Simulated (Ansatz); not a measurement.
**Zone-centre modes in TiAl₃**

Level of theory: Ansatz, DFT PBEsol, scalar-relativistic, plane waves, PAW. Settings: plane waves to 420 eV, k-mesh 18×18×18 (Γ-centred), Gaussian smearing 0.15 eV. No spin polarisation.

Zero of the scan (relaxed at this level):

```xyz
4
Lattice="-1.9078 1.9078 4.2770 1.9078 -1.9078 4.2770 1.9078 1.9078 -4.2770" Properties=species:S:1:pos:R:3 pbc="T T T"
Ti    0.0000    0.0000    0.0000
Al    0.0000    0.0000    4.2770
Al    0.0000    1.9078    2.1385
Al    1.9078    0.0000    2.1385
```

Harmonic modes by finite displacements of 0.02 Å, without the LO–TO term.

**Question.** At this geometry, is the structure stable against these modes?

**Answer.** Yes: no mode is imaginary beyond 10 cm⁻¹, and only the three translations lie near zero.

**Question.** List the wavenumbers in cm⁻¹.

**Answer.** 0, 0, 0, 203, 228, 228, 259, 328, 343, 343, 351, 351.

Cost: 1 run of about 13 core-minutes, on Intel Xeon Processor @ 2.50GHz (Skylake/Cascade Lake) (shared hosts).